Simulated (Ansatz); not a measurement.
Input and command of a plane-wave DFT calculation in Ansatz:

```yaml
crystal:
  lattice:
    - [-3.1110021516, 0.0, 0.0]
    - [-1.5555010758, -2.6942068945, 0.0]
    - [-0.6222004303, 0.0, 9.956]
  atoms:
    - { symbol: Al, position: [0.1525833333, 0.3333333333, 0.90375] }
    - { symbol: Al, position: [0.2525833333, 0.3333333333, 0.40375] }
    - { symbol: Al, position: [0.6359166667, 0.6666666667, 0.15375] }
    - { symbol: Al, position: [0.5359166667, 0.6666666667, 0.65375] }
    - { symbol: "N", position: [0.3140833333, 0.3333333333, 0.09625] }
    - { symbol: "N", position: [0.2140833333, 0.3333333333, 0.59625] }
    - { symbol: "N", position: [0.5974166667, 0.6666666667, 0.34625] }
    - { symbol: "N", position: [0.4974166667, 0.6666666667, 0.84625] }
basis:
  ecutwfc: 420
kpoints:
  mp_grid: { grid: [8, 8, 3] }
hamiltonian:
  xc: pbe
scf:
  occupations: { method: gaussian, width: 0.05 }
output:
  forces: true
  stress: true
  eigenvalues: true
```

```bash
ansatz run input.yaml --threads 2 --pin off --max-ram 5120MiB --backend cpu --events-out ev --progress --plain --runs-dir out
```

Processor: AMD EPYC 9R45 96-Core Processor (Zen 5), 2 threads, on a host shared with other jobs.

Question: How long does it run, and how much memory does it take?

Answer: About 2.7 s on 2 threads of AMD EPYC 9R45 96-Core Processor (Zen 5) (shared host), peak memory 0.47 GiB. It solves 24 bands at 98 k points (the mesh reduced by symmetry) with about 1627 plane waves, in 6 SCF iterations.
